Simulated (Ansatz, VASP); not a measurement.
**One calculation of BN, two programs**

INCAR

```
PREC = Accurate
ENCUT = 520
EDIFF = 1E-6
ISMEAR = 0
SIGMA = 0.05
LREAL = F
LASPH = T
NELM = 100
ALGO = Normal
ISIF = 2
LWAVE = F
LCHARG = F
GGA = PE
NBANDS = 11
```

File KPOINTS:

```
regular mesh
0
Gamma
  12 12 12
```

File POSCAR:

```
BN
1.0
   -0.0679647668      1.8123937807      1.8123937807
    1.8123937807     -0.0679647668      1.8123937807
    1.7444290139      1.7444290139      0.0000000000
B N
1 1
Direct
    0.0000000000      0.0000000000      0.0000000000
    0.7500000000      0.7500000000      0.7500000000
```

Input for Ansatz:

```yaml
crystal:
  lattice:
    - [-0.0679647668, 1.8123937807, 1.8123937807]
    - [1.8123937807, -0.0679647668, 1.8123937807]
    - [1.7444290139, 1.7444290139, 0.0]
  atoms:
    - { symbol: B, position: [0.0, 0.0, 0.0] }
    - { symbol: "N", position: [0.75, 0.75, 0.75] }
basis:
  ecutwfc: 520.0
kpoints:
  mp_grid: { grid: [12, 12, 12] }
hamiltonian:
  xc: pbe
scf:
  occupations: { method: gaussian, width: 0.05 }
output:
  forces: true
  stress: true
  eigenvalues: true
```

Change from the starting cell: engineering shear strain xz -0.0750, normal strain along z +0.0000.

Alike in both runs: task single point; functional PBE; k mesh 12 × 12 × 12; occupations gaussian, width 0.05 eV; no spin polarisation.

```csv
,VASP,Ansatz
version,VASP 6.6.1,Ansatz 0.2.0
potentials or method,"VASP PAW PBE potentials, release 64 (B, N)","scalar-relativistic, plane waves, PAW"
plane-wave cutoff (eV),520,520
valence electrons in the cell,8,8
```

Ansatz gave:

| Item | Value |
| --- | --- |
| gap on the k mesh at the Fermi level (eV) | 3.99 |
| least direct gap on the mesh (eV) | 7.67 |
| pressure (GPa) | 2.6 |
| largest component of the traceless stress (GPa) | 33.43 |
| rms of the force components (eV/Å) | 0.063 |

Task: Estimate VASP's values.

Result: gap on the k mesh at the Fermi level (eV): 3.98; least direct gap on the mesh (eV): 7.66; pressure (GPa): 2.8; largest component of the traceless stress (GPa): 33.64; rms of the force components (eV/Å): 0.069.

Atom by atom the forces differ by 0.007 eV/Å (rms over components). The functional is the same, so the differences come from potentials, cutoffs and numerics.

A k mesh can miss the band edges.
